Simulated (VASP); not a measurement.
Runs of VASP 6.6.1 on CaF2 (Fluorite). The structure is cubic, space group Fm-3m (No. 225). The conventional cell has a = 5.462 Å, b = 5.462 Å, c = 5.462 Å, α = 90.00°, β = 90.00°, γ = 90.00°. Around Ca (site symmetry m-3m) lie 8 F at 2.37 Å. F (site symmetry -43m) is surrounded by 4 Ca at 2.37 Å. 

```tsv
task	level	potentials or basis	cell	gap on the mesh (eV)	pressure (GPa)	relaxed volume (Å³/atom)
relaxation of the atoms	LDA	VASP PAW LDA potentials, release 64 (Ca_sv, F)	atoms relaxed from: a relaxed cell with its volume scaled by 0.98	7.45	2.1	-
relaxation of the atoms	PBEsol	VASP PAW PBE potentials, release 64 (Ca_sv, F)	atoms relaxed from: a relaxed cell with its volume scaled by 1.06	(b)	-4.5	-
relaxation of cell and atoms	LDA	VASP PAW LDA potentials, release 64 (Ca_sv, F)	relaxed	7.33	0.0	12.64
relaxation of the atoms	LDA	VASP PAW LDA potentials, release 64 (Ca_sv, F)	atoms relaxed from: a relaxed cell with its volume scaled by 0.96	7.58	4.6	-
relaxation of cell and atoms	PBEsol	VASP PAW PBE potentials, release 64 (Ca_sv, F)	relaxed	7.21	0.0	(a)
```

Alike in all rows: no spin polarisation; k mesh 8 × 8 × 8; cutoff (eV) 600; smearing gaussian 0.03 eV.

Estimate the missing entries.

(a) 13.30; (b) 6.88.

Caveats: the relaxation stopped at its first step, so nothing moved (some runs); the PAW data sets were made with another functional, which shifts forces and pressure a little (some runs).

A k mesh can miss the band edges.

Runs at the PBE level aren't shown here.
